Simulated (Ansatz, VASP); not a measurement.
# SnAs in two plane-wave programs

One calculation is typed for both programs; each brings its own data sets. How far apart do they land? The cell is taken from a series of runs on this material, whose earlier steps may have relaxed, scaled, displaced or heated it; both programs get it as it stands.

Main program and level: Ansatz 0.2.0; plane waves, with VASP 6.6.1 beside it; elastic constants at BLYP.

### 1. Set-up

It takes space group Fm-3m (No. 225, cubic). Conventional cell: a = 5.962 Å, b = 5.962 Å, c = 5.962 Å, α = 90.00°, β = 90.00°, γ = 90.00°. Sn has 6 As at 2.98 Å nearest. Nearest to As lie 6 Sn at 2.98 Å. Farther neighbours are not listed.

Structure file:

```cif
data_structure
_symmetry_space_group_name_H-M 'Fm-3m'
_symmetry_Int_Tables_number 225
_cell_length_a 5.9625
_cell_length_b 5.9625
_cell_length_c 5.9625
_cell_angle_alpha 90.000
_cell_angle_beta 90.000
_cell_angle_gamma 90.000
_cell_volume 211.97
loop_
_atom_site_label
_atom_site_type_symbol
_atom_site_symmetry_multiplicity
_atom_site_Wyckoff_symbol
_atom_site_fract_x
_atom_site_fract_y
_atom_site_fract_z
_atom_site_occupancy
Sn1 Sn 4 b 0.50000 0.00000 0.00000 1
As1 As 4 a 0.00000 0.00000 0.00000 1
```

### 2. VASP: elastic constants, BLYP

Elastic constants are differences of stresses under small strains, so they test the stress and the mesh.

Lines of VASP's logs that name or quote its potential files are left out, and so is its time.

The input, INCAR:

```
SYSTEM = SnAs
PREC = Accurate
ENCUT = 500
EDIFF = 1E-08
NELM = 120
ISMEAR = 1
SIGMA = 0.25
LREAL = .FALSE.
ALGO = Normal
GGA = B5
ALDAX = 1
AGGAX = 1
AGGAC = 1
ALDAC = 0
NBANDS = 15
LORBIT = 11
LWAVE = .FALSE.
LCHARG = .FALSE.
ISIF = 3
IBRION = 6
NFREE = 2
POTIM = 0.015
NSW = 1
LASPH = .TRUE.
GGA_COMPAT = .FALSE.
KPAR = 2
```

The input, POSCAR:

```
SnAs
1.0
    0.0000000000      2.9812416420      2.9812416420
    2.9812416420      0.0000000000      2.9812416420
    2.9812416420      2.9812416420      0.0000000000
Sn As
1 1
Direct
    0.5000000000      0.5000000000      0.5000000000
    0.0000000000      0.0000000000      0.0000000000
```

The input, KPOINTS:

```
Automatic mesh
0
Gamma
18 18 18
0 0 0
```

Potentials, in the order of the species: Sn_d and As (PBE family, release 64).

Started as:

```bash
mpirun -np 2 vasp_std
```

Numbers of over 12 decimals in the logs are rounded to 6 here.

Log:

```text
[banner, memory and clock lines left out]
running    2 mpi-ranks, on    1 nodes
 distrk:  each k-point on    1 cores,    2 groups
 distr:  one band on    1 cores,    1 groups

 POSCAR found type information on POSCAR SnAs
 POSCAR found :  2 types and       2 ions
|                                                                             |
|               ----> ADVICE to this user running VASP <----                  |
|                                                                             |
|     You enforced a specific xc type in the INCAR file but a different       |
|     [... a line on the potential file left out ...]
|     I HOPE YOU KNOW WHAT YOU ARE DOING!                                     |
|                                                                             |

 LDA part: xc-table for (Slater(with rela. corr.)+VWN5), standard interpolation
 POSCAR, INCAR and KPOINTS ok, starting setup
 FFT: planning ... GRIDC
 FFT: planning ... GRID_SOFT
 FFT: planning ... GRID
 WAVECAR not read
 entering main loop
       N       E                     dE             d eps       ncg     rms          rms(c)
DAV:   1     0.110512374276E+03    0.11051E+03   -0.94311E+03  5892   0.152E+03
DAV:   2     0.166639844469E+01   -0.10885E+03   -0.10630E+03  6270   0.353E+02
DAV:   3    -0.708725124711E+01   -0.87536E+01   -0.86646E+01  7544   0.857E+01
DAV:   4    -0.728934936648E+01   -0.20210E+00   -0.20201E+00  6704   0.145E+01
DAV:   5    -0.729531533703E+01   -0.59660E-02   -0.59658E-02  8214   0.247E+00    0.228E+00
DAV:   6    -0.714415616235E+01    0.15116E+00   -0.40070E-01  8691   0.526E+00    0.123E+00
DAV:   7    -0.714770905577E+01   -0.35529E-02   -0.61319E-02  7061   0.150E+00    0.531E-01
DAV:   8    -0.715077892780E+01   -0.30699E-02   -0.51857E-03  6893   0.716E-01    0.772E-02
DAV:   9    -0.715093767409E+01   -0.15875E-03   -0.69833E-04  7825   0.262E-01    0.554E-02
DAV:  10    -0.715095127371E+01   -0.13600E-04   -0.74649E-05  6726   0.618E-02    0.114E-02
DAV:  11    -0.715095361984E+01   -0.23461E-05   -0.12065E-05  8188   0.392E-02    0.703E-03
DAV:  12    -0.715095324550E+01    0.37434E-06   -0.10084E-06  6984   0.890E-03    0.215E-03
DAV:  13    -0.715095327094E+01   -0.25438E-07   -0.17836E-08  7229   0.135E-03    0.115E-03
DAV:  14    -0.715095328318E+01   -0.12249E-07   -0.18114E-08  5599   0.135E-03    0.917E-05
DAV:  15    -0.715095328378E+01   -0.59890E-09   -0.17905E-09  4164   0.342E-04
   1 F= -.71509533E+01 E0= -.71508500E+01  d E =-.309888E-03
[... from here on, the cycles between the ionic steps are left out ...]
   2 F= -.71478520E+01 E0= -.71478467E+01  d E =-.158493E-04
   3 F= -.71462020E+01 E0= -.71460790E+01  d E =-.368971E-03
   9 F= -.71499709E+01 E0= -.71498942E+01  d E =-.229960E-03
  10 F= -.71499707E+01 E0= -.71498940E+01  d E =-.229967E-03
  11 F= -.71499709E+01 E0= -.71498942E+01  d E =-.229963E-03
  12 F= -.71499707E+01 E0= -.71498940E+01  d E =-.229967E-03
  13 F= -.71499709E+01 E0= -.71498942E+01  d E =-.229962E-03
  14 F= -.71509400E+01 E0= -.71508368E+01  d E =-.309719E-03
  15 F= -.71509400E+01 E0= -.71508368E+01  d E =-.309717E-03
  16 F= -.71509444E+01 E0= -.71508412E+01  d E =-.309725E-03
 Finite differences progress:
  Degree of freedom:   8/  8
  Displacement:        1/  2
  Total:              15/ 16
 bond charge predicted
       N       E                     dE             d eps       ncg     rms          rms(c)
DAV:   1    -0.715002830640E+01    0.91611E-03   -0.31559E-01 14526   0.213E+00    0.108E-01
DAV:   2    -0.715095817896E+01   -0.92987E-03   -0.97938E-03 15954   0.515E-01    0.426E-02
DAV:   3    -0.715093856657E+01    0.19612E-04   -0.11798E-04 18125   0.748E-02    0.183E-02
DAV:   4    -0.715094389141E+01   -0.53248E-05   -0.29364E-05 16745   0.306E-02    0.659E-03
DAV:   5    -0.715094438332E+01   -0.49191E-06   -0.38870E-06 16045   0.125E-02    0.125E-03
DAV:   6    -0.715094441597E+01   -0.32647E-07   -0.25161E-07 18633   0.354E-03    0.691E-04
DAV:   7    -0.715094442434E+01   -0.83742E-08   -0.24410E-08 16603   0.117E-03
  17 F= -.71509444E+01 E0= -.71508412E+01  d E =-.309713E-03
 Finite differences progress:
  Degree of freedom:   8/  8
  Displacement:        2/  2
  Total:              16/ 16
```

OUTCAR, selected parts (step 2):

```text
ion  position               nearest neighbor table
   1  0.500  0.500  0.500-   2 2.98   2 2.98   2 2.98   2 2.98   2 2.98   2 2.98
   2  0.000  0.000  0.000-   1 2.98   1 2.98   1 2.98   1 2.98   1 2.98   1 2.98

  LATTYP: Found a face centered cubic cell.
 ALAT       =     5.9624832840

 Subroutine GETGRP returns: Found 48 space group operations
 (whereof 48 operations were pure point group operations)

The static configuration has the point symmetry O_h .

 Found    195 irreducible k-points:

   k-points           NKPTS =    195   k-points in BZ     NKDIM =    195   number of bands    NBANDS=     15

   dimension x,y,z NGX =    32 NGY =   32 NGZ =   32
   dimension x,y,z NGXF=    64 NGYF=   64 NGZF=   64

   ENCUT  =  500.0 eV  36.75 Ry    6.06 a.u.   7.69  7.69  7.69*2*pi/ulx,y,z

   NELECT =      19.0000    total number of electrons

 k-points in reciprocal lattice and weights: Automatic mesh
   0.00000000  0.00000000  0.00000000       0.000
   0.05555556  0.00000000  0.00000000       0.001
   0.11111111  0.00000000  0.00000000       0.001
   0.16666667  0.00000000  0.00000000       0.001
   0.22222222  0.00000000  0.00000000       0.001
   0.27777778  0.00000000  0.00000000       0.001
   0.33333333  0.00000000  0.00000000       0.001
   0.38888889  0.00000000  0.00000000       0.001
   0.44444444  0.00000000  0.00000000       0.001
[...]
-0.27777778  0.44444444  0.22222222       0.004
  -0.27777778  0.50000000  0.22222222       0.002

 average (electrostatic) potential at core
       1-101.2845       2 -48.6381

 E-fermi :   6.0320

 k-point     1 :       0.0000    0.0000    0.0000
  band No.  band energies     occupation
    ...
      6      -6.1692      2.00000
      7       2.5151      2.00000
      8       5.1522      2.00001
      9       5.1529      2.00001
     10       5.1529      2.00001
     11      10.9848     -0.00000
     12      10.9848     -0.00000
     13      10.9876     -0.00000
     14      12.4432      0.00000
     15      12.4452      0.00000

 k-point     2 :       0.0556    0.0000    0.0000
  band No.  band energies     occupation
    ...
      6      -6.1378      2.00000
      7       2.3247      2.00000
      8       5.1578      2.00001
      9       5.1583      2.00001
     10       5.2913      2.00023
     11      10.7925     -0.00000
     12      10.7942     -0.00000
     13      10.8118     -0.00000
     14      12.4325      0.00000
     15      12.5230      0.00000

 k-point     3 :       0.1111    0.0000    0.0000
  band No.  band energies     occupation
    ...
      6      -6.0442      2.00000
      7       1.8519      2.00000
      8       5.1750      2.00001
      9       5.1756      2.00001
     10       5.6087      2.03770
     11      10.3380     -0.00000
     12      10.3380     -0.00000
     13      10.3902     -0.00000
     14      12.4278      0.00000
     15      12.7399      0.00000

  Total        0.0434145      0.0370888      0.0370888      0.0000000      0.0000000      0.0000000
  in kB        1.3125728      1.1213274      1.1213274      0.0000000      0.0000000      0.0000000
  external PRESSURE =       1.1850758 kB  Pullay stress =       0.0000000 kB

  energy-cutoff  :      500.00
  volume of cell :       52.99
      direct lattice vectors                 reciprocal lattice vectors
     0.000000000  2.981241642  2.981241642    -0.167715355  0.167715355  0.167715355
     2.981241642  0.000000000  2.981241642     0.167715355 -0.167715355  0.167715355
     2.981241642  2.981241642  0.000000000     0.167715355  0.167715355 -0.167715355

 POSITION                                       TOTAL-FORCE (eV/Angst)
 -----------------------------------------------------------------------------------
      2.98124      2.98124      2.98124        -0.001204      0.000000      0.000000
     -0.01500      0.00000      0.00000         0.001204      0.000000      0.000000
 -----------------------------------------------------------------------------------
    total drift:                                0.000084     -0.000000     -0.000000

  FREE ENERGIE OF THE ION-ELECTRON SYSTEM (eV)
  ---------------------------------------------------
  free  energy   TOTEN  =        -7.1509444243 eV

  energy  without entropy=       -7.1506347111  energy(sigma->0) =       -7.15084119

  SYMMETRIZED ELASTIC MODULI (kBar)
 Direction    XX          YY          ZZ          XY          YZ          ZX
 --------------------------------------------------------------------------------
 XX        1057.4858    221.4093    221.4093      0.0000      0.0000     -0.0000
 YY         221.4093   1057.4858    221.4093      0.0000      0.0000      0.0000
 ZZ         221.4093    221.4093   1057.4858      0.0000      0.0000     -0.0000
 XY           0.0000      0.0000      0.0000    265.7006      0.0000      0.0000
 YZ           0.0000      0.0000      0.0000      0.0000    265.7006      0.0000
 ZX          -0.0000      0.0000     -0.0000      0.0000      0.0000    265.7006
 --------------------------------------------------------------------------------

 Eigenvectors and eigenvalues of the dynamical matrix
 ----------------------------------------------------

   1 f  =    0.678391 THz     4.262454 2PiTHz   22.628676 cm-1     2.805597 meV
             X         Y         Z           dx          dy          dz
      2.981242  2.981242  2.981242     0.655875    0.000000    0.000000
      0.000000  0.000000  0.000000    -0.754869   -0.000000    0.000000

   2 f  =    0.678391 THz     4.262454 2PiTHz   22.628676 cm-1     2.805597 meV
             X         Y         Z           dx          dy          dz
      2.981242  2.981242  2.981242    -0.000000    0.655875    0.000000
      0.000000  0.000000  0.000000     0.000000   -0.754869    0.000000

   3 f  =    0.678391 THz     4.262454 2PiTHz   22.628676 cm-1     2.805597 meV
             X         Y         Z           dx          dy          dz
      2.981242  2.981242  2.981242     0.000000    0.000000   -0.655875
      0.000000  0.000000  0.000000     0.000000    0.000000    0.754869

   4 f/i=    0.029869 THz     0.187670 2PiTHz    0.996312 cm-1     0.123527 meV
             X         Y         Z           dx          dy          dz
      2.981242  2.981242  2.981242     0.422394   -0.556899    0.285086
      0.000000  0.000000  0.000000     0.367001   -0.483867    0.247699

   5 f/i=    0.029869 THz     0.187670 2PiTHz    0.996312 cm-1     0.123527 meV
             X         Y         Z           dx          dy          dz
      2.981242  2.981242  2.981242     0.557335    0.491223    0.133809
      0.000000  0.000000  0.000000     0.484246    0.426804    0.116261

   6 f/i=    0.029869 THz     0.187670 2PiTHz    0.996312 cm-1     0.123527 meV
             X         Y         Z           dx          dy          dz
      2.981242  2.981242  2.981242     0.284233   -0.135611   -0.686039
      0.000000  0.000000  0.000000     0.246958   -0.117827   -0.596071

 ELASTIC MODULI CONTR FROM IONIC RELAXATION (kBar)
 Direction    XX          YY          ZZ          XY          YZ          ZX
 --------------------------------------------------------------------------------
 XX           0.0000      0.0000      0.0000      0.0000      0.0000      0.0000
 YY           0.0000      0.0000      0.0000      0.0000      0.0000      0.0000
 ZZ           0.0000      0.0000      0.0000      0.0000      0.0000      0.0000
 XY           0.0000      0.0000      0.0000      0.0000      0.0000      0.0000
 YZ           0.0000      0.0000      0.0000      0.0000      0.0000      0.0000
 ZX           0.0000      0.0000      0.0000      0.0000      0.0000      0.0000
 --------------------------------------------------------------------------------

 TOTAL ELASTIC MODULI (kBar)
 Direction    XX          YY          ZZ          XY          YZ          ZX
 --------------------------------------------------------------------------------
 XX        1057.4858    221.4093    221.4093      0.0000      0.0000     -0.0000
 YY         221.4093   1057.4858    221.4093      0.0000      0.0000      0.0000
 ZZ         221.4093    221.4093   1057.4858      0.0000      0.0000     -0.0000
 XY           0.0000      0.0000      0.0000    265.7006      0.0000      0.0000
 YZ           0.0000      0.0000      0.0000      0.0000    265.7006      0.0000
 ZX          -0.0000      0.0000     -0.0000      0.0000      0.0000    265.7006
 --------------------------------------------------------------------------------

 total charge
# of ion       s       p       d       tot
------------------------------------------
    1        1.261   0.859   9.992  12.112
    2        1.284   1.419   0.022   2.725
--------------------------------------------------
tot          2.545   2.278  10.014  14.837

[... 3 further parts left out ...]
```

CONTCAR:

```
SnAs
   1.00000000000000
     0.0000000000000000    2.9812416420000001    2.9812416420000001
     2.9812416420000001    0.0000000000000000    2.9812416420000001
     2.9812416420000001    2.9812416420000001    0.0000000000000000
  Sn              As
     1     1
Direct
     0.5000000000000000    0.5000000000000000    0.5000000000000000
     0.0025157303233456   -0.0025157303233456   -0.0025157303233456
```

Levels, forces or a CONTCAR printed for this step are those of its last displaced cell, not of the structure at rest.

(Continued in part 2 of 2.)

[Lines on the potential files, build, host, timing and source positions are cut from VASP's logs without a mark.]

[Logs are printed without paths, hosts, clocks, repeated set-up lines and the standing remarks that a program may print on its own settings, such as how far it seeks lower states.]

[Hosts, paths, dates, database ids (printed as entryN), source tags and the programs' standing remarks are cut or masked in the printed files.]
